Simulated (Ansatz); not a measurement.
**Ir: the crystal squeezed far**

How does Ir (beta tin type) answer strong compression? The runs shown use crystal datasets and norm-conserving. Companion runs by PAW are cited. Its runs: volume scaled by 1 (crystal datasets and norm-conserving); volume scaled by 0.92 (norm-conserving); volume scaled by 0.84 (crystal datasets); volume scaled by 0.68 (norm-conserving); volume scaled by 0.45 (norm-conserving).

Program: Ansatz 0.2.0. Level of theory: DFT PBE, with the methods named in each step. These are calculated values, not measurements.

5 further runs of the same task are left out: 5 that didn't finish. Runs told in other sessions of the task aren't counted.

### 1 The structure to begin with

The structure is tetragonal, space group I4_1/amd (No. 141). The conventional cell has a = 4.853 Å, b = 4.853 Å, c = 2.755 Å, α = 90.00°, β = 90.00°, γ = 90.00°. Around Ir (site symmetry -4m2) lie 6 Ir at 2.52 to 2.75 Å.

As a file:

```cif
data_structure
_symmetry_space_group_name_H-M 'P 1'
_symmetry_Int_Tables_number 1
_cell_length_a 3.6974
_cell_length_b 3.6974
_cell_length_c 3.6974
_cell_angle_alpha 97.976
_cell_angle_beta 97.976
_cell_angle_gamma 136.259
_cell_volume 32.43
loop_
_atom_site_label
_atom_site_type_symbol
_atom_site_fract_x
_atom_site_fract_y
_atom_site_fract_z
_atom_site_occupancy
Ir1 Ir 0.62500 0.87500 0.75000 1
Ir2 Ir 0.37500 0.12500 0.25000 1
```

Whether this phase is the stable one at these pressures isn't tested.

Atoms are numbered in the order of the input: Ir1, Ir2.

### 2 Volume scaled by 1, crystal datasets

Contents of input.yaml:

```yaml
crystal:
  lattice:
    - [-2.4263193818, 2.4263193818, 1.377341016]
    - [2.4263193818, -2.4263193818, 1.377341016]
    - [2.4263193818, 2.4263193818, -1.377341016]
  atoms:
    - { symbol: Ir, position: [-0.375, -0.125, -0.25] }
    - { symbol: Ir, position: [0.375, 0.125, 0.25] }
kpoints:
  mp_grid: { grid: [18, 18, 18] }
scf:
  occupations: { method: fermi_dirac, width: 0.05 }
hamiltonian:
  xc: pbe
  pseudopotentials: { kind: all_electron, datasets: crystal }
output:
  forces: true
  stress: true
  eigenvalues: true
```

Launch:

```console
> ansatz run input.yaml --threads 1 --pin off --max-ram 2048MiB --backend cpu --events-out ev --progress --plain --runs-dir out
```

### 3 Volume scaled by 1, norm-conserving

Edit input.yaml of step 2 so:

```diff
@@ -14,3 +14,3 @@
   xc: pbe
-  pseudopotentials: { kind: all_electron, datasets: crystal }
+  pseudopotentials: { kind: nc }
 output:
```

### 4 Volume scaled by 0.92, norm-conserving

Edit input.yaml of step 3 so:

```diff
@@ -2,5 +2,5 @@
   lattice:
-    - [-2.4263193818, 2.4263193818, 1.377341016]
-    - [2.4263193818, -2.4263193818, 1.377341016]
-    - [2.4263193818, 2.4263193818, -1.377341016]
+    - [-2.367800411, 2.367800411, 1.3305618267]
+    - [2.367800411, -2.367800411, 1.3305618267]
+    - [2.367800411, 2.367800411, -1.3305618267]
   atoms:
```

### 5 Volume scaled by 0.84, crystal datasets

Contents of input.yaml:

```yaml
crystal:
  lattice:
    - [-2.3030657097, 2.3030657097, 1.284115367]
    - [2.3030657097, -2.3030657097, 1.284115367]
    - [2.3030657097, 2.3030657097, -1.284115367]
  atoms:
    - { symbol: Ir, position: [-0.375, -0.125, -0.25] }
    - { symbol: Ir, position: [0.375, 0.125, 0.25] }
kpoints:
  mp_grid: { grid: [18, 18, 18] }
scf:
  occupations: { method: fermi_dirac, width: 0.05 }
hamiltonian:
  xc: pbe
  pseudopotentials: { kind: all_electron, datasets: crystal }
output:
  forces: true
  stress: true
  eigenvalues: true
```

### 6 Volume scaled by 0.68, norm-conserving

Contents of input.yaml:

```yaml
crystal:
  lattice:
    - [-2.1541042379, 2.1541042379, 1.1882638853]
    - [2.1541042379, -2.1541042379, 1.1882638853]
    - [2.1541042379, 2.1541042379, -1.1882638853]
  atoms:
    - { symbol: Ir, position: [-0.375, -0.125, -0.25] }
    - { symbol: Ir, position: [0.375, 0.125, 0.25] }
kpoints:
  mp_grid: { grid: [18, 18, 18] }
scf:
  occupations: { method: fermi_dirac, width: 0.05 }
hamiltonian:
  xc: pbe
  pseudopotentials: { kind: nc }
output:
  forces: true
  stress: true
  eigenvalues: true
```

### 7 Volume scaled by 0.45, norm-conserving

Edit input.yaml of step 6 so:

```diff
@@ -2,5 +2,5 @@
   lattice:
-    - [-2.1541042379, 2.1541042379, 1.1882638853]
-    - [2.1541042379, -2.1541042379, 1.1882638853]
-    - [2.1541042379, 2.1541042379, -1.1882638853]
+    - [-1.883254218, 1.883254218, 1.0288025491]
+    - [1.883254218, -1.883254218, 1.0288025491]
+    - [1.883254218, 1.883254218, -1.0288025491]
   atoms:
```

(Steps that only read results are left out.)

Q: Predict the outcome of this session. Wanted: PAW pressure at 0.45 of the volume; norm-conserving pressure at 0.45 of the volume; fitted bulk modulus at zero pressure.

As calculated:

```
                                          quantity       value
                PAW pressure at 0.45 of the volume  1410.0 GPa
PAW (cutoff 300 eV) pressure at 0.45 of the volume  1411.3 GPa
    norm-conserving pressure at 0.45 of the volume  1406.3 GPa
        fitted bulk modulus at zero pressure (PAW)     291 GPa
                           its pressure derivative        4.44
```

**Reading.** At 0.45 of the starting volume PAW gives 1410 GPa. A third-order Birch-Murnaghan curve fits the range only roughly (B₀ = 291 GPa, B′ = 4.44, misfit at most 16.23 GPa). A fit over so wide a range leans to the high pressures, so B₀ can be off by several per cent. No all-electron run checks these rows here, and frozen cores can fail under such compression. The ions are at rest, and the electrons smeared by 0.05 eV. Spin-orbit coupling is left out, though the cell holds Ir; in elements this heavy it can shift bands and gaps by tenths of an eV.
